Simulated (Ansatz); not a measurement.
# A computed series for CdF2: pressure series

Take CdF2 in the fluorite structure (space group Fm-3m, No. 225; a = 5.384 Å) as the base.

Cell and atoms are relaxed at each pressure.

Calculations: PBEsol/PAW in Ansatz (an electronic-structure program), spin-orbit coupling left out.

Notes on the quantities. enthalpy: H = E + PV relative to the base's energy.

| variant | density | band gap | smallest direct gap | enthalpy |
|---|---|---|---|---|
| base | 6.40 g/cm³ | 2.94 eV | 3.43 eV | – |
| pressure −2 GPa | 6.28 g/cm³ | 2.88 eV | 3.39 eV | -0.16 eV/atom |
| pressure −1 GPa | 6.34 g/cm³ | 2.91 eV | 3.41 eV | -0.08 eV/atom |
| pressure 0.9 GPa | 6.45 g/cm³ | 2.97 eV | 3.45 eV | +0.07 eV/atom |
| pressure 2.1 GPa | 6.52 g/cm³ | 3.01 eV | 3.47 eV | +0.17 eV/atom |
| pressure 4.5 GPa | 6.65 g/cm³ | 3.07 eV | 3.51 eV | +0.36 eV/atom |
| pressure 9 GPa | 6.87 g/cm³ | 3.19 eV | 3.57 eV | +0.70 eV/atom |
| pressure 15 GPa | 7.12 g/cm³ | 3.32 eV | 3.64 eV | +1.15 eV/atom |
| pressure 22.5 GPa | 7.41 g/cm³ | 3.46 eV | 3.72 eV | +1.69 eV/atom |
| pressure 30 GPa | 7.66 g/cm³ | 3.58 eV | 3.78 eV | +2.20 eV/atom |

Load acts through the strain it causes; cell and atoms are relaxed under it. Stability against distortions was not tested. Competing high-pressure phases were not computed.
